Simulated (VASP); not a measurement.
**TiTe2: single point with PBE**

Slab: TiTe2, a slab with vacuum.

```xyz
6
Lattice="3.7770 0.0000 0.0000 -1.8885 3.2710 0.0000 0.0000 0.0000 31.9133" Properties=species:S:1:pos:R:3 pbc="T T T"
Te    0.0000    2.1807   11.0000
Te    1.8885    1.0903   14.4153
Te    0.0000    2.1807   17.4980
Te    1.8885    1.0903   20.9133
Ti    0.0000    0.0000   12.7077
Ti    0.0000    0.0000   19.2057
```

```json
{
  "Program": "VASP 6.6.1",
  "Task": "single point",
  "Functional": "PBE",
  "Potentials or basis": "VASP PAW PBE potentials, release 64 (Te, Ti_sv)",
  "Cutoff": "750 eV",
  "k mesh": "11 × 11 × 1",
  "Occupations": "gaussian, width 0.05 eV",
  "Spin": "no spin polarisation"
}
```

```yaml
Largest_force: 0.266 eV/Å
Band_gap_on_the_k_mesh: none (metal or under the smearing width)
Work_function_of_the_upper_face: 4.91 eV
Work_function_of_the_lower_face: 4.91 eV
```

Forces in eV/Å, atoms in the order of the input:
```
Te   0.000  0.000 -0.266
Te   0.000  0.000  0.021
Te   0.000  0.000 -0.021
Te   0.000  0.000  0.266
Ti   0.000  0.000  0.114
Ti   0.000  0.000 -0.114
```

Levels at points of the mesh, in eV from the Fermi level:
```tsv
k point	band 20	band 21	band 22	band 23	band 24	band 25	band 26	band 27	band 28	band 29
(0.00, 0.00, 0.00)	-0.47	0.38	0.38	0.38	0.38	0.47	0.91	0.91	0.96	1.07
```

Wall time 12 min on 1 thread of Intel(R) Xeon(R) Platinum 8488C (Sapphire Rapids), on a shared host, peak memory 0.94 GiB.

Spin-orbit coupling is left out, which matters for the levels of Te.
